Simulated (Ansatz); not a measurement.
## Understanding ZnSe from first principles

**The experiment.** The Crystallography Open Database holds a cell as deposited of cubic ZnSe (space group F-43m), temperature not stated (1969): a = 5.650 Å, 22.55 Å³/atom.

“Alloy Disordering Effects on the Thermal Conductivity and Energy Gap Temperature Dependence of Cd1−xZnxSe Ternary Crystals Grown by the Bridgman Method”, 2023, pmc:10253836 reports, for a bulk crystal of ZnSe at 300 K: band gap 2.695 ± 0.003 eV (an exciton energy, a little under the gap).

Method: PBE, scalar-relativistic; no spin polarisation; PAW, 420 eV, 10×10×10 k-mesh, Gaussian smearing of 0.05 eV; code Ansatz; PAW files: Ansatz's generated set soft_2.

The chain of runs began from a cell as deposited in COD, expanded in volume.

The relaxed structure (symmetry read at 0.01 Å). It takes space group F-43m (No. 216, cubic). The conventional cell has a = 5.733 Å, b = 5.733 Å, c = 5.733 Å, α = 90.00°, β = 90.00°, γ = 90.00°. Zn (site symmetry -43m) has 4 Se at 2.48 Å as nearest neighbours. Se (site symmetry -43m) has 4 Zn at 2.48 Å as nearest neighbours. (Shells end 15 % past the nearest neighbour.)

**Question.** Should it be a metal or an insulator?

**Answer.** Formal charges Zn²⁺, Se²⁻ balance and leave closed shells on every ion, so a band insulator is expected, and the gap is 1.15 eV.

**Question.** What fixes the bond lengths?

**Answer.** Shannon's ionic radii give a check on the bond lengths: Zn²⁺ with 4 neighbours 0.60 Å + Se²⁻ 1.98 Å (six-fold value) = 2.58 Å against a computed mean of 2.48 Å. The largest miss is -4 %; bonds shorter than the sum are usual where the bond is partly covalent, as with large, soft anions.

**Question.** How ionic is it?

**Answer.** Bader charges against formal ones: Zn +0.75 (+2), Se −0.75 (−2). The cations give up 37 % of the formal charge; Bader charges stay under formal ones because the anions' density reaches into the cations' basins, the more so the higher the formal charge and the softer the anion.

**Question.** How stiff is it, in energy terms?

**Answer.** B0·V0 = 56.7 GPa × 23.55 Å³ = 8.33 eV/atom sets the scale: near the minimum ΔE ≈ ½ B0 V0 x², with x = V/V0 − 1, and a pressure of 0.6 GPa squeezes the volume by about 1 %. At the ends of the curve: x = −4.0 % predicts 6.7 meV/atom and the run gives 7.2; x = +4.0 % predicts 6.7 meV/atom and the run gives 6.2. Compression costs more and expansion less than the parabola says, since the crystal stiffens as it shrinks; B0′ measures that.

All results together:

```
Volume                                                : 23.55 Å³/atom
Band gap                                              : 1.15 eV
Smallest direct gap                                   : 1.15 eV
Bader charges                                         : Zn 0.75; Se -0.75 e
Formation energy from the elements (0 K, uncorrected) : -0.71 eV/atom
Bulk modulus (Birch–Murnaghan)                        : 57 GPa
Pressure derivative B0′                               : 4.5
```

**Comparison.** The computed cell (5.733 Å, 23.55 Å³/atom) differs from the database's by +4.5 % in volume, about +1.5 % in length. PBE usually overestimates volumes by a few per cent. The static lattice also lacks zero-point motion and thermal expansion, roughly 0.9 to 2.3 % in volume at 300 K (room temperature assumed) by Grüneisen's rule, γ·3k_BT/(B0·V0) with γ of 1 to 2.5, so its own overestimate is larger than the figure. Against the measured gap of ZnSe, 2.695 eV (an exciton energy, a little under the gap; 300 K; “Alloy Disordering Effects on the Thermal Conductivity and Energy Gap Temperature Dependence of Cd1−xZnxSe Ternary Crystals Grown by the Bridgman Method”, 2023, pmc:10253836), the calculated 1.15 eV is off by -1.54 eV. So large a miss can be the level of theory's own, or it may mean another phase, state or a wrong row. Kohn–Sham gaps of semilocal functionals mostly fall below measured ones. Temperature and excitons aren't in the calculation.

Semilocal functionals underestimate band gaps, commonly by a third or more.
